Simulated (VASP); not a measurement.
# TiN (Fm-3m) in VASP: band structure with HF

Aim: the band structure of TiN with HF.

Program: VASP 6.6.1. These are calculated values, not measurements. Logs are shortened: lines on timing, memory, paths and dates and some standing lists are left out, and cuts for length are marked.

## 1. The crystal as given

It takes space group Fm-3m (No. 225, cubic). Conventional cell: a = 4.206 Å, b = 4.206 Å, c = 4.206 Å, α = 90.00°, β = 90.00°, γ = 90.00°. Ti (site symmetry m-3m) is surrounded by 6 N at 2.10 Å. N (site symmetry m-3m) is surrounded by 6 Ti at 2.10 Å.

## 2. Band structure, HF

POSCAR

```
TiN                                     
1.0
    0.0000000000      2.1031001969      2.1031001969
    2.1031001969      0.0000000000      2.1031001969
    2.1031001969      2.1031001969      0.0000000000
  Ti              N             
     1     1
Direct
     0.0000000000000000    0.0000000000000000    0.0000000000000000
     0.5000000000000000    0.5000000000000000    0.5000000000000000
```

INCAR.step1

```
  ALGO = Normal
  EDIFF = 1E-5
  ENCUT = 520
  GGA = PE
  ISIF = 2
  ISMEAR = 0
  KPAR = 4
  LASPH = T
  LCHARG = F
  LMAXMIX = 4
  LREAL = F
  LWAVE = T
  NELM = 80
  PREC = Accurate
  SIGMA = 0.02
```

INCAR.step2

```
  AEXX = 1.0
  AGGAC = 0.0
  ALDAC = 0.0
  ALGO = Normal
  EDIFF = 1E-7
  ENCUT = 520
  GGA = PE
  HFRCUT = -1
  ISIF = 2
  ISMEAR = 0
  ISTART = 1
  KPAR = 4
  LASPH = T
  LCHARG = F
  LHFCALC = T
  LMAXMIX = 4
  LREAL = F
  LWAVE = F
  NELM = 80
  PREC = Accurate
  PRECFOCK = Fast
  SIGMA = 0.02
```

KPOINTS

```
k-points
0
Gamma
  8 8 8
```

KPOINTS_OPT

```
path GXWKGLUWLK,UX
12
line-mode
reciprocal
 0.0000000000  0.0000000000  0.0000000000  G
 0.5000000000  0.0000000000  0.5000000000  X

 0.5000000000  0.0000000000  0.5000000000  X
 0.5000000000  0.2500000000  0.7500000000  W

 0.5000000000  0.2500000000  0.7500000000  W
 0.3750000000  0.3750000000  0.7500000000  K

 0.3750000000  0.3750000000  0.7500000000  K
 0.0000000000  0.0000000000  0.0000000000  G

 0.0000000000  0.0000000000  0.0000000000  G
 0.5000000000  0.5000000000  0.5000000000  L

 0.5000000000  0.5000000000  0.5000000000  L
 0.6250000000  0.2500000000  0.6250000000  U

 0.6250000000  0.2500000000  0.6250000000  U
 0.5000000000  0.2500000000  0.7500000000  W

 0.5000000000  0.2500000000  0.7500000000  W
 0.5000000000  0.5000000000  0.5000000000  L

 0.5000000000  0.5000000000  0.5000000000  L
 0.3750000000  0.3750000000  0.7500000000  K

 0.6250000000  0.2500000000  0.6250000000  U
 0.5000000000  0.0000000000  0.5000000000  X
```

Potentials or basis: VASP PAW PBE potentials, release 64 (Ti_sv, N).

On the command line:

```sh
$ cat potpaw_PBE.64/Ti_sv/POTCAR potpaw_PBE.64/N/POTCAR > POTCAR
$ cp INCAR.step1 INCAR
$ mpirun -np 4 vasp_std > vasp.out
$ cp INCAR.step2 INCAR
$ mpirun -np 4 vasp_std > vasp.out
```

OUTCAR:

```text
AEXX = 1.0
   EDIFF = 1E-7
   ENCUT = 520
   GGA = PE
   ISIF = 2
   ISMEAR = 0
   ISTART = 1
   LASPH = T
   LHFCALC = T
   LREAL = F
   NELM = 80
   PREC = Accurate
   PRECFOCK = Fast

 ion  position               nearest neighbor table
   1  0.000  0.000  0.000-   2 2.10   2 2.10   2 2.10   2 2.10   2 2.10   2 2.10
   2  0.500  0.500  0.500-   1 2.10   1 2.10   1 2.10   1 2.10   1 2.10   1 2.10

  LATTYP: Found a face centered cubic cell.
 ALAT       =     4.2062003938

  Lattice vectors:

 A1 = (   0.0000000000,   2.1031001969,   2.1031001969)
 A2 = (   2.1031001969,   0.0000000000,   2.1031001969)
 A3 = (   2.1031001969,   2.1031001969,   0.0000000000)

Analysis of symmetry for initial positions (statically):
=====================================================================
 Subroutine PRICEL returns:
 Original cell was already a primitive cell.

 Routine SETGRP: Setting up the symmetry group for a
 face centered cubic supercell.

 Subroutine GETGRP returns: Found 48 space group operations
 (whereof 48 operations were pure point group operations)
 out of a pool of 48 trial point group operations.

The static configuration has the point symmetry O_h .

Analysis of symmetry for dynamics (positions and initial velocities):
=====================================================================
 Subroutine PRICEL returns:
 Original cell was already a primitive cell.

 Routine SETGRP: Setting up the symmetry group for a
 face centered cubic supercell.

 Subroutine GETGRP returns: Found 48 space group operations
 (whereof 48 operations were pure point group operations)
 out of a pool of 48 trial point group operations.

The dynamic configuration has the point symmetry O_h .

 Subroutine INISYM returns: Found 48 space group operations
 (whereof 48 operations are pure point group operations),
 and found     1 'primitive' translations

----------------------------------------------------------------------------------------

                                     Primitive cell

  volume of cell :      18.6042

  direct lattice vectors                    reciprocal lattice vectors
     0.000000000  2.103100197  2.103100197    -0.237744260  0.237744260  0.237744260
     2.103100197  0.000000000  2.103100197     0.237744260 -0.237744260  0.237744260
     2.103100197  2.103100197  0.000000000     0.237744260  0.237744260 -0.237744260

  length of vectors
     2.974232821  2.974232821  2.974232821     0.411785138  0.411785138  0.411785138

  position of ions in fractional coordinates (direct lattice)
     0.000000000  0.000000000  0.000000000
     0.500000000  0.500000000  0.500000000

  ion indices of the primitive-cell ions
   primitive index   ion index
                 1           1
                 2           2

----------------------------------------------------------------------------------------

 KPOINTS: k-points

Automatic generation of k-mesh.
 Grid dimensions read from file:
 generate k-points for:    8    8    8

 Generating k-lattice:

  Cartesian coordinates                     Fractional coordinates (reciprocal lattice)
    -0.029718032  0.029718032  0.029718032     0.125000000  0.000000000  0.000000000
     0.029718032 -0.029718032  0.029718032     0.000000000  0.125000000  0.000000000
     0.029718032  0.029718032 -0.029718032     0.000000000  0.000000000  0.125000000

  Length of vectors
     0.051473142  0.051473142  0.051473142

  Shift w.r.t. Gamma in fractional coordinates (k-lattice)
     0.000000000  0.000000000  0.000000000

 Subroutine IBZKPT returns following result:
 ===========================================

 Found     29 irreducible k-points:

 Following reciprocal coordinates:
            Coordinates               Weight
  0.000000  0.000000  0.000000      1.000000
  0.125000  0.000000  0.000000      8.000000
  0.250000  0.000000  0.000000      8.000000
  0.375000  0.000000  0.000000      8.000000
  0.500000  0.000000  0.000000      4.000000
  0.125000  0.125000  0.000000      6.000000
[... 16 lines left out ...]
  0.500000  0.250000  0.125000     48.000000
 -0.375000  0.250000  0.125000     24.000000
 [... further k-points ...]
   k-points           NKPTS =     29   k-points in BZ     NKDIM =    512   number of bands    NBANDS=     12
   number of dos      NEDOS =    301   number of ions     NIONS =      2
   total plane-waves  NPLWV =  13824
   dimension x,y,z NGX =    24 NGY =   24 NGZ =   24
   dimension x,y,z NGXF=    48 NGYF=   48 NGZF=   48
   ions per type =               1   1
   NGX,Y,Z   is equivalent  to a cutoff of  13.41, 13.41, 13.41 a.u.
   NGXF,Y,Z  is equivalent  to a cutoff of  26.83, 26.83, 26.83 a.u.
 SYSTEM =  unknown system
   PREC   = accura    normal or accurate (medium, high low for compatibility)
   ISTART =      1    job   : 0-new  1-cont  2-samecut
   ICHARG =      0    charge: 1-file 2-atom 10-const
   ISPIN  =      1    spin polarized calculation?
   LNONCOLLINEAR =      F non collinear calculations
   LSORBIT =      F    spin-orbit coupling
   LASPH  =      T    aspherical Exc in radial PAW
   ENCUT  =  520.0 eV  38.22 Ry    6.18 a.u.   5.53  5.53  5.53*2*pi/ulx,y,z
   NELM   =     80;   NELMIN=  2; NELMDL=  0     # of ELM steps
   EDIFF  = 0.1E-06   stopping-criterion for ELM
   LREAL  =      F    real-space projection
   EDIFFG = 0.1E-05   stopping-criterion for IOM
   NSW    =      0    number of steps for IOM
   IBRION =     -1    ionic relax: 0-MD 1-quasi-New 2-CG
   NFREE  =      0    steps in history (QN), initial steepest desc. (CG)
   ISIF   =      2    stress and relaxation
   ISYM   =      3    0-nonsym 1-usesym 2-fastsym
   POTIM  = 0.5000    time-step for ionic-motion
   TEBEG  =    0.0;   TEEND  =   0.0 temperature during run
   PSTRESS=    0.0 pullay stress
   NELECT =      17.0000    total number of electrons
   NUPDOWN=      -1.0000    fix difference up-down
   EMIN   =  10.00;   EMAX   =-10.00  energy-range for DOS
   EFERMI =   0.00;   METHOD = LEGACY
   ISMEAR =     0;   SIGMA  =   0.02  broadening in eV -4-tet -1-fermi 0-gaus
   EFERMI_NEDOS =   21; number of points for ismear=-14 and -15
   IALGO  =     38    algorithm
   IMIX   =      1    mixing-type and parameters
     AMIX     =   0.40;   BMIX     =  1.00
     AMIX_MAG =   1.60;   BMIX_MAG =  1.00
  volume/ion in A,a.u.               =       9.30        62.77
  Fermi-wavevector in a.u.,A,eV,Ry     =   1.588624  3.002064 34.337389  2.523727
  Thomas-Fermi vector in A             =   2.687599
   LORBIT       =      0    0 simple, 1 ext, 2 COOP (PROOUT), +10 PAW based schemes
   GGA     = PE    functional components
   LHFCALC =     T    Hartree Fock is set to
   PRECFOCK=fast      Normal, Fast or Accurate (Low or Medium for compatibility)
   ENCUT4O =  -1.0   cutoff for four orbital integrals eV
   NKREDX  =     1    reduce k-point grid by
   NKREDY  =     1    reduce k-point grid by
   NKREDZ  =     1    reduce k-point grid by
   AEXX    =    1.0000 exact exchange contribution
   HFSCREEN=    0.0000 screening length (either q_TF or 0.3 A-1)
   HFSCREENC=   0.0000 screening length for correlation (either q_TF or 0.3 A-1)
   ENCUTFOCK=  -1.0 apply spherical cutoff to Coloumb kernel
   IVDW    =     0    specifies the selected vdW correction
   LEPSILON=     F    determine dielectric tensor
   LRPA    =     F    only Hartree local field effects (RPA)
 non-spin polarized calculation
 Gauss-broadening in eV      SIGMA  =   0.02
  energy-cutoff  :      520.00
  volume of cell :       18.60
 maximum number of plane-waves:       531
 NGX is ok and might be reduce to    24
  NGX = 14; NGY = 14; NGZ = 14

 number of electron      16.9999999 magnetization

 Free energy of the ion-electron system (eV)
  ---------------------------------------------------
  ext. energy  EPLUGINS =         0.00000000
  ---------------------------------------------------
  free energy    TOTEN  =       -38.67580623 eV

  energy without entropy =      -38.67539970  energy(sigma->0) =      -38.67560297

 E-fermi :  15.5172     XC(G=0):   0.0000

 val. band max:       14.5830041940   @ k =   0.3750   0.1250   0.0000
 cond. band min:      15.5367246701   @ k =  -0.3750   0.3750   0.1250
 fundamental gap:      0.9537204761
 Fermi energy:        15.5171661796

 k-point     1 :       0.0000    0.0000    0.0000
  band No.  band energies     occupation
      1     -65.4465      2.00000
      2     -34.7087      2.00000
      3     -34.7087      2.00000
      4     -34.7087      2.00000
      5     -14.8017      2.00000
      6       7.1474      2.00000
      7       7.1474      2.00000
      8       7.1474      2.00000
      9      12.5682      2.00000
     10      12.5683      2.00000
     11      12.5684      2.00000
     12      18.6665      0.00000

 k-point     2 :       0.1250    0.0000    0.0000
  band No.  band energies     occupation
      1     -65.4254      2.00000
      2     -34.8574      2.00000
      3     -34.7129      2.00000
      4     -34.7129      2.00000
      5     -14.3828      2.00000
      6       5.2634      2.00000
      7       6.0846      2.00000
      8       6.0846      2.00000
      9      13.8872      2.00000
     10      13.8875      2.00000
     11      14.2670      2.00000
     12      20.0218      0.00000

 k-point     3 :       0.2500    0.0000    0.0000
  band No.  band energies     occupation
      1     -65.3797      2.00000
      2     -35.2172      2.00000
      3     -34.7380      2.00000
      4     -34.7380      2.00000
      5     -13.2666      2.00000
      6       2.0058      2.00000
      7       4.2081      2.00000
      8       4.2081      2.00000
      9      17.2730      0.00000
     10      17.2857      0.00000
     11      17.2859      0.00000
     12      22.7449      0.00000
[... 286 lines left out ...]
 k-point    23 :       0.5000    0.2500    0.1250
  band No.  band energies     occupation
      1     -65.3032      2.00000
      2     -35.4465      2.00000
      3     -35.0079      2.00000
      4     -34.8233      2.00000
      5     -12.0063      2.00000
      6      -0.0777      2.00000
      7       2.6206      2.00000
      8       3.1531      2.00000
      9      16.2147      0.00000
     10      20.5233      0.00000
     11      20.8802      0.00000
     12      22.6434      0.00000

 k-point    24 :      -0.3750    0.2500    0.1250
  band No.  band energies     occupation
      1     -65.2882      2.00000
      2     -35.5301      2.00000
      3     -35.0262      2.00000
      4     -34.8527      2.00000
      5     -11.6703      2.00000
      6      -0.4756      2.00000
      7       2.1400      2.00000
      8       2.8255      2.00000
      9      18.8427      0.00000
     10      19.3575      0.00000
     11      21.1617      0.00000
     12      24.0396      0.00000

 [... further k-points ...]

------------------------ aborting loop because EDIFF is reached ----------------------------------------

  FORCE on cell =-STRESS in cart. coord.  units (eV):
  Direction    XX          YY          ZZ          XY          YZ          ZX
  --------------------------------------------------------------------------------------
  -------------------------------------------------------------------------------------
  Total        0.7836311      0.7836311      0.7836311      0.0000000      0.0000000     -0.0000000
  in kB       67.4857911     67.4857911     67.4857911      0.0000000      0.0000000     -0.0000000
  external PRESSURE =      67.4857911 kB  Pullay stress =       0.0000000 kB

 VOLUME and BASIS-vectors are now :
 -----------------------------------------------------------------------------
  energy-cutoff  :      520.00
  volume of cell :       18.60
      direct lattice vectors                 reciprocal lattice vectors
     0.000000000  2.103100197  2.103100197    -0.237744260  0.237744260  0.237744260
     2.103100197  0.000000000  2.103100197     0.237744260 -0.237744260  0.237744260
     2.103100197  2.103100197  0.000000000     0.237744260  0.237744260 -0.237744260

 POSITION                                       TOTAL-FORCE (eV/Angst)
 -----------------------------------------------------------------------------------
      0.00000      0.00000      0.00000         0.000000     -0.000000      0.000000
      2.10310      2.10310      2.10310        -0.000000      0.000000     -0.000000
 -----------------------------------------------------------------------------------
    total drift:                                0.000000      0.000000      0.000000

  FREE ENERGIE OF THE ION-ELECTRON SYSTEM (eV)
  ---------------------------------------------------
  free  energy   TOTEN  =       -38.6758062350 eV

  energy  without entropy=      -38.6753997030  energy(sigma->0) =      -38.67560297
```

Wall time 85 min (4 MPI ranks of Intel Xeon Platinum 8488C (Sapphire Rapids), shared host); peak memory 0.21 GiB.

What came out:

| Quantity | Value |
| --- | --- |
| Free energy | -38.6758 eV |
| Pressure | 6.7 GPa |
| Band gap along the path | none (metal or under the smearing width) |

Levels at the corners of the path, in eV from the Fermi level:
| point | band 7 | band 8 | band 9 | band 10 | band 11 | band 12 |
| --- | --- | --- | --- | --- | --- | --- |
| Γ | -8.37 | -8.37 | -2.95 | -2.95 | -2.95 | 3.15 |
| X | -10.44 | -10.44 | -7.47 | 4.97 | 6.14 | 6.14 |
| X | -10.44 | -10.44 | -7.47 | 4.97 | 6.14 | 6.14 |
| W | -13.61 | -13.18 | 2.69 | 2.69 | 6.11 | 7.38 |
| W | -13.61 | -13.18 | 2.69 | 2.69 | 6.11 | 7.35 |
| K | -13.98 | -11.80 | -2.10 | 5.43 | 5.77 | 7.88 |
| K | -13.98 | -11.80 | -2.10 | 5.43 | 5.77 | 7.80 |
| Γ | -8.37 | -8.37 | -2.95 | -2.95 | -2.95 | 3.15 |
| Γ | -8.37 | -8.37 | -2.95 | -2.95 | -2.95 | 3.15 |
| L | -13.12 | -13.12 | 4.91 | 4.91 | 5.62 | 8.02 |
| L | -13.12 | -13.12 | 4.91 | 4.91 | 5.62 | 8.02 |
| U | -13.98 | -11.80 | -2.10 | 5.43 | 5.77 | 7.89 |
| U | -13.98 | -11.80 | -2.10 | 5.43 | 5.77 | 7.78 |
| W | -13.61 | -13.18 | 2.69 | 2.69 | 6.11 | 7.43 |
| W | -13.61 | -13.18 | 2.69 | 2.69 | 6.11 | 7.36 |
| L | -13.12 | -13.12 | 4.91 | 4.91 | 5.62 | 8.02 |
| L | -13.12 | -13.12 | 4.91 | 4.91 | 5.62 | 8.02 |
| K | -13.98 | -11.80 | -2.10 | 5.43 | 5.77 | 7.87 |
| U | -13.98 | -11.80 | -2.10 | 5.43 | 5.77 | 7.83 |
| X | -10.44 | -10.44 | -7.47 | 4.98 | 6.14 | 6.16 |

Caveat: the PAW data sets were made with another functional, which shifts forces and pressure a little.
